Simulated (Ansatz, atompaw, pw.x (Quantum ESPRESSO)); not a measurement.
From atom to crystal: PAW (atompaw) potential for Eu

```json
{
 "Element": "europium (Eu)",
 "Generator": "atompaw 4.2.0.5",
 "Type": "PAW",
 "Functional": "PBE",
 "Relativity": "scalar-relativistic",
 "Frozen core": "[Kr] 4d10",
 "Valence charge": "17",
 "Reference configuration": "4f7 5s2 5p6 5d0 6s2 6p0",
 "Partial waves": "5s (bound); 6s (bound); 5p (bound); 6p (bound, empty); 5d (bound, empty); 5d channel at 0.5 Ry; 4f (bound); 4f channel at 0.5 Ry",
 "Local potential": "bessel scheme, radius 2.80 bohr",
 "Core correction": "smooth core density matched at 2.15 bohr",
 "Augmentation charge": "sinc compensation charge, radius 2.70 bohr; PAW radius 3.00 bohr; waves and projectors: bloechl"
}
```

Atomic tests: cutoffs needed: 25 Ry and 35 Ry (the cutoffs (Ry, on a coarse ladder) from which the occupation-weighted sum of valence levels, in a spherical-Bessel basis at the reference potential, stays within 10 and 1 mRy of its value at 400 Ry); ghost test: no extra level below or beside the all-electron valence levels (s, p, d, f tested) (spherical-Bessel basis up to 400 Ry, 20 bohr box); lowest eigenvalue of the overlap operator: 0.04 (d channel).

Crystal test: diamond Eu in pw.x 7.5, no spin, 8³ k-points, Fermi–Dirac smearing 0.01 Ry, cutoffs 45/450 Ry. The reference is all-electron LAPW (Ansatz 0.2.0) with the same functional, mesh and smearing; V0 and B0 come from Birch–Murnaghan fits to the pressures at five volumes. Errors are pseudo minus all-electron; Δ is the rms difference of the E(V) curves that follow from these fits, minima aligned, over ±6 % about the mean V0. Mesh and smearing are coarse, so the numbers serve the comparison and aren't converged zero-temperature values; the lattice is a test structure that the element need not adopt. Spin polarisation and strong correlation are left out, which matters for this element.

All-electron: a0 = 5.525 Å (V0 = 21.09 Å³/atom), B0 = 97.6 GPa.

Problem. How far does the potential miss the all-electron equation of state?

Solution. mean pressure error (GPa): +16.74. The pressure does not cross zero within the volumes sampled, so no fit is given. The largest radius (3.00 bohr) exceeds half the bond length (2.26 bohr), so the spheres overlap, which is one possible source of error among others. This is a poor potential for the solid.

| V (Å³/atom) | P all-electron (GPa) | P pseudo (GPa) |
| --- | --- | --- |
| 20.042 | 5.76 | 28.39 |
| 20.570 | 2.61 | 21.79 |
| 21.097 | -0.05 | 16.20 |
| 21.624 | -2.28 | 11.57 |
| 22.152 | -4.15 | 7.65 |

Problem. At the middle volume, how do free energy and pressure move when the wave cutoff is lowered (ecutrho held at 450 Ry)?

Solution.

```tsv
cutoff (Ry)	shift of F (meV/atom)	shift of P (GPa)
20	+1232.9	+7.36
27	+556.4	+4.17
36	+106.2	-1.04
```

Input at the middle volume:

```
&control
  calculation='scf', prefix='x', pseudo_dir='./', outdir='./tmp', tstress=.true., disk_io='none'
/
&system
  ibrav=0, nat=2, ntyp=1, ecutwfc=45, ecutrho=450, nbnd=27,
  occupations='smearing', smearing='fd', degauss=0.01
/
&electrons
  conv_thr=1e-09, mixing_beta=0.4, electron_maxstep=70
/
ATOMIC_SPECIES
Eu 1.0 Eu.UPF
CELL_PARAMETERS angstrom
  0.00000000 2.76316552 2.76316552
  2.76316552 0.00000000 2.76316552
  2.76316552 2.76316552 0.00000000
ATOMIC_POSITIONS crystal
Eu 0.0000 0.0000 0.0000
Eu 0.2500 0.2500 0.2500
K_POINTS automatic
8 8 8 0 0 0
```

```bash
pw.x < Eu.scf.in > Eu.scf.out
```

Lines of the output:

```
Message from routine setup:
     using ibrav=0 with symmetry is DISCOURAGED, use correct ibrav instead
     lattice parameter (alat)  =       7.3845  a.u.
     unit-cell volume          =     284.7392 (a.u.)^3
     number of electrons       =        34.00
     number of Kohn-Sham states=           27
     kinetic-energy cutoff     =      45.0000  Ry
     charge density cutoff     =     450.0000  Ry
     scf convergence threshold =      1.0E-09
     Exchange-correlation= SLA PW PBX PBC
     number of k points=    29  Fermi-Dirac smearing, width (Ry)=  0.0100
     iteration #  1     ecut=    45.00 Ry     beta= 0.40
     total energy              =   -1282.79847402 Ry
     estimated scf accuracy    <       0.85400980 Ry
     iteration #  2     ecut=    45.00 Ry     beta= 0.40
     total energy              =   -1283.82685881 Ry
     estimated scf accuracy    <       3.73204381 Ry
     iteration #  3     ecut=    45.00 Ry     beta= 0.40
     total energy              =   -1284.07153079 Ry
     estimated scf accuracy    <       0.23160164 Ry
     iteration #  4     ecut=    45.00 Ry     beta= 0.40
     total energy              =   -1284.00193882 Ry
     estimated scf accuracy    <       1.51631520 Ry
     iteration #  5     ecut=    45.00 Ry     beta= 0.40
     total energy              =   -1284.40908296 Ry
     estimated scf accuracy    <       0.00946501 Ry
     iteration #  6     ecut=    45.00 Ry     beta= 0.40
     total energy              =   -1284.44400119 Ry
     estimated scf accuracy    <       0.00896067 Ry
     iteration #  7     ecut=    45.00 Ry     beta= 0.40
     total energy              =   -1284.44617596 Ry
     estimated scf accuracy    <       0.00432955 Ry
     iteration #  8     ecut=    45.00 Ry     beta= 0.40
     total energy              =   -1284.40240462 Ry
     estimated scf accuracy    <       0.00429805 Ry
     [... 13 iterations left out ...]
     iteration # 22     ecut=    45.00 Ry     beta= 0.40
     total energy              =   -1284.44813049 Ry
     estimated scf accuracy    <       0.00000832 Ry
     iteration # 23     ecut=    45.00 Ry     beta= 0.40
     total energy              =   -1284.44812488 Ry
     estimated scf accuracy    <       0.00001311 Ry
     iteration # 24     ecut=    45.00 Ry     beta= 0.40
     total energy              =   -1284.44812671 Ry
     estimated scf accuracy    <       0.00000811 Ry
     iteration # 25     ecut=    45.00 Ry     beta= 0.40
     total energy              =   -1284.44812698 Ry
     estimated scf accuracy    <       0.00000070 Ry
     iteration # 26     ecut=    45.00 Ry     beta= 0.40
     total energy              =   -1284.44812693 Ry
     estimated scf accuracy    <       0.00000011 Ry
     iteration # 27     ecut=    45.00 Ry     beta= 0.40
     total energy              =   -1284.44812696 Ry
     estimated scf accuracy    <       0.00000002 Ry
     iteration # 28     ecut=    45.00 Ry     beta= 0.40
     total energy              =   -1284.44812698 Ry
     estimated scf accuracy    <          1.1E-09 Ry
     iteration # 29     ecut=    45.00 Ry     beta= 0.40
     the Fermi energy is    19.9981 ev
!    total energy              =   -1284.44812698 Ry
     estimated scf accuracy    <          5.2E-10 Ry
     smearing contrib. (-TS)   =      -0.06434057 Ry
     convergence has been achieved in  29 iterations
          total   stress  (Ry/bohr**3)                   (kbar)     P=      162.04
     Message from routine punch:
     Nothing written, as per user request (disk_io='none')
```

The run at the middle volume (29 k-points, 29 iterations) took about 1.7 min on one core of a shared host (Intel(R) Xeon(R) 6975P-C, 192 threads, 756 GiB, load 134).
